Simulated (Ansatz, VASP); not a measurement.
# K: VASP beside Ansatz

```
K
1.0
     4.76240    0.00000    0.00000
    -2.38120    4.12436    0.00000
     0.00000    0.00000    7.82997
K
2
Cartesian
  0.0000 2.7496 1.9575
  2.3812 1.3748 5.8725
```

This isn't the form of K at room conditions, which is bcc.

Alike in both runs: task single point; functional PBE; dispersion D3(BJ); k mesh 6 × 6 × 4; occupations gaussian, width 0.1 eV; no spin polarisation.

|  | VASP | Ansatz |
| --- | --- | --- |
| version | VASP 6.6.1 | Ansatz 0.2.0 |
| potentials or method | VASP PAW PBE potentials, release 64 (K_sv) | scalar-relativistic, plane waves, PAW |
| plane-wave cutoff (eV) | 520 | 420 |
| valence electrons in the cell | 18 | 18 |

|  | VASP | Ansatz | Ansatz less VASP |
| --- | --- | --- | --- |
| gap on the k mesh at the Fermi level (eV) | none | none | - |
| pressure (GPa) | -0.4 | -0.4 | +0.01 |
| largest component of the traceless stress (GPa) | 0.18 | 0.18 | 0.000 |

A gap of «none» marks a metal or a gap that the smearing closes.

Caveats: pairwise dispersion overbinds metals, which lowers pressure and volume.
